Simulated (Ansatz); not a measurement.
Space group Pm-3m (No. 221). a = 2.976 Å, b = 2.976 Å, c = 2.976 Å, α = 90.00°, β = 90.00°, γ = 90.00°
| atom | site | symmetry | x | y | z |
| --- | --- | --- | --- | --- | --- |
| Al | 1a | m-3m | 0.0000 | 0.0000 | 0.0000 |
| Ru | 1b | m-3m | 0.5000 | 0.5000 | 0.5000 |

Equation of state of this AlRu structure (not necessarily the ground state), with shape and atoms relaxed at each volume where symmetry leaves them free. It has no gap at any of these volumes. These are results of DFT PBEsol, scalar-relativistic, plane waves, PAW in Ansatz 0.2.0, not measurements.

Settings: cutoff 420 eV, Γ-centred mesh 14×14×14 on the computed 2-atom cell, Gaussian smearing of 0.10 eV; no spin polarisation.

```
V (Å³/atom) E − E(largest V) (meV/atom) P (GPa)
     11.602                        85.94    36.98
     11.997                         9.47    25.37
     12.393                       -40.55    15.50
     12.788                       -68.08     7.11
     13.184                       -76.50    -0.02
     13.580                       -68.64    -6.10
     13.975                       -46.93   -11.26
     14.502                         0.00   -16.96
```

Task: Fit a third-order Birch–Murnaghan equation to E(V).

Result: V0 = 13.18 Å³/atom, B0 = 219 GPa, B0' = 4.4.